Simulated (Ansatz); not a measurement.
# A series in volume scale on SrO

Results calculated with Ansatz 0.2.0, not measured. Periodic Kohn-Sham DFT of a crystal at fixed atoms, scaled to volume_scale times the given cell; pressure positive in compression, energy less spherical unpolarised free atoms, largest_vzz the field gradient of largest size among the nuclei.

The cell before it is scaled or strained (space group Fm-3m, No. 225):
```
SrO
1.0
      0.0000     2.5698     2.5698
      2.5698     0.0000     2.5698
      2.5698     2.5698     0.0000
Sr O
1 1
Direct
  0.00000 0.00000 0.00000
  0.50000 0.50000 0.50000
```

Settings of every row: method all-electron PAW; functional LDA; relativity scalar; k mesh 8x8x8; filling fermi-dirac; smearing width 0.02 eV; nucleus gaussian.

Atom start moment: 0 on all atoms.

| row | volume scale | V (Å³/atom) | pressure (GPa) |
| --- | --- | --- | --- |
| 1 | 0.94 | 15.952 | 1.925 |
| 2 | 0.95 | 16.122 | 0.756 |
| 3 | 0.96 | 16.292 | ? |
| 4 | 0.98 | 16.631 | -2.371 |
| 5 | 0.99 | 16.801 | -3.298 |
| 6 | 1 | 16.971 | -4.174 |
| 7 | 1.01 | 17.14 | -5 |
| 8 | 1.02 | 17.31 | -5.78 |
| 9 | 1.04 | 17.649 | -7.21 |
| 10 | 1.05 | 17.819 | -7.866 |
| 11 | 1.06 | 17.989 | -8.484 |

Question: what pressure should row 3 give?

Worked fit of pressure. Take u = (V_r/V)^(2/3) − 1 with V_r = 17.056 Å³ an atom, which is twice the finite (Eulerian) strain; such expansions in the strain, on which the Birch-Murnaghan equation of state is built, carry the rest volume and the bulk modulus. The shown rows have u = 0.04562, 0.03826, 0.01696, 0.01009, 0.00334, -0.00327, -0.00981, -0.02253, -0.02875, -0.03488. Least squares give pressure = −4.5955 + 124.574 × u + 386.83 × u² + 340 × u³ GPa; a parabola predicts inner rows, each left out in turn, worse (root mean square 0.0044 against 0.0012 GPa). The rows lie off it by 0.000, 0.000, -0.001, 0.001, 0.001, -0.001, 0.001, 0.000, -0.001, 0.000. The pressure vanishes at u = 0.0333, or V = 16.24 Å³ an atom, and there the bulk modulus at fixed shape and fractions is B = −V dP/dV = (2/3)(1 + u) dP/du = 104 GPa. The withheld row has u = 0.03102, so the fit gives −4.5955 + 124.574 × (0.03102) + 386.83 × (0.03102)² + 340 × (0.03102)³ = -0.349 GPa.

The calculation gave -0.347 GPa. The fit lies 0.002 GPa (0.019 % of the column's range) below it; its largest miss of a shown row is 0.001 GPa.
